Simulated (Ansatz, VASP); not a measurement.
## Two plane-wave programs on B

INCAR

```
SYSTEM = B
ALGO     = Normal         ! electronic algorithm
EDIFF    = 1E-7           ! SCF threshold, eV
EDIFFG   = -0.04          ! ionic threshold
ENCUT    = 600            ! plane-wave cutoff, eV
GGA      = PS             ! functional
IBRION   = 2              ! ionic algorithm
ISIF     = 3              ! what is computed and relaxed
ISMEAR   = 0              ! smearing method
LASPH    = .True.         ! aspherical terms in the spheres
LCHARG   = .False.        ! write CHGCAR
LREAL    = .False.        ! projectors in reciprocal space
LWAVE    = .False.        ! write WAVECAR
NELM     = 100            ! most SCF steps
NSW      = 90             ! ionic steps
PREC     = Accurate       ! precision mode
SIGMA    = 0.1            ! smearing width, eV
```

KPOINTS

```
k-points
0
Gamma
  8 8 4
  0 0 0
```

POSCAR

```
B
1.0
    2.0183250730     -1.3339584735      0.0000000000
    2.0183250730      1.3339584735      0.0000000000
    0.0000000000      0.0000000000      5.4415490596
B
4
Direct
    0.8500000000      0.1500000000      0.1170000000
    0.6500000000      0.3500000000      0.6170000000
    0.1500000000      0.8500000000      0.8830000000
    0.3500000000      0.6500000000      0.3830000000
```

Input for Ansatz:

```yaml
crystal:
  lattice:
    - [2.018325073, -1.3339584735, 0.0]
    - [2.018325073, 1.3339584735, 0.0]
    - [0.0, 0.0, 5.4415490596]
  atoms:
    - { symbol: B, position: [0.85, 0.15, 0.117] }
    - { symbol: B, position: [0.65, 0.35, 0.617] }
    - { symbol: B, position: [0.15, 0.85, 0.883] }
    - { symbol: B, position: [0.35, 0.65, 0.383] }
basis:
  ecutwfc: 420
kpoints:
  mp_grid: { grid: [8, 8, 4] }
hamiltonian:
  xc: pbesol
scf:
  occupations: { method: gaussian, width: 0.1 }
  lower_state_search: "off"
output:
  forces: true
  stress: true
  eigenvalues: true
relax:
  adjacent_minimum: "off"
  f_tol: 0.04
  max_steps: 70
  cell: { stress_tol: 0.4 }
```

Alike in both runs: task relaxation of cell and atoms; functional PBEsol; k mesh 8 × 8 × 4; occupations gaussian, width 0.1 eV; no spin polarisation.

```csv
,VASP,Ansatz
version,VASP 6.6.1,Ansatz 0.2.0
potentials or method,"VASP PAW PBE potentials, release 64 (B)","scalar-relativistic, plane waves, PAW"
plane-wave cutoff (eV),600,420
valence electrons in the cell,12,12
```

|  | VASP | Ansatz | Ansatz less VASP |
| --- | --- | --- | --- |
| gap on the k mesh at the Fermi level, each at its own relaxed structure (eV) | none | none | - |
| relaxed volume (Å³/atom) | 6.65 | 6.64 | -0.007 |
| relaxed cell length with the largest relative difference (Å) | 5.411 | 5.407 | -0.0041 |
| energy change over the relaxation (meV/atom) | -1014 | -1012 | +1.9 |

A gap of «none» marks a metal or a gap that the smearing closes.

Caveats: the PAW data sets were made with another functional, which shifts forces and pressure a little (VASP).
